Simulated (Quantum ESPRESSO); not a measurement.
TiC under changes of volume

One of the cells (10.158 Å³/atom); the others are scaled copies at fixed shape and fractional positions:

```
Ti C
1.0
     0.00000    2.16572    2.16572
     2.16572    0.00000    2.16572
     2.16572    2.16572    0.00000
Ti C
1 1
Direct
  0.00000 0.00000 0.00000
  0.50000 0.50000 0.50000
```

The cell is a database's computed one.

- Program: Quantum ESPRESSO 7.5
- Functional: PBEsol
- Potentials or basis: PseudoDojo 0.4.1 SR PBEsol standard
- Cutoff: 1143 eV
- Density cutoff: 4572 eV
- k mesh: 11 × 11 × 11
- Occupations: fermi-dirac, width 0.05 eV
- Spin: no spin polarisation

```csv
volume (Å³/atom),energy over the lowest point (meV/atom),pressure (GPa)
9.548,?,?
9.752,1.77,4.2
9.955,0.00,-1.4
10.158,5.03,-6.5
10.361,16.19,-11.1
10.564,32.89,-15.3
10.767,54.59,-19.0
```

Problem. What does the run at 9.548 Å³/atom give?

Solution. Energy over the lowest point 11.08 meV/atom; pressure 10.4 GPa.

Worked out: A Birch-Murnaghan fit of order 3 (a polynomial in V^(-2/3)) to the other rows has its minimum at 9.90 Å³/atom with B0 = V·E''(V) = 268 GPa and B' = 4.0. It gives 11.14 meV/atom at 9.548 Å³/atom, against the run's 11.08, and -dE/dV = 10.6 GPa, against 10.4.

Energies are extrapolated to zero smearing.
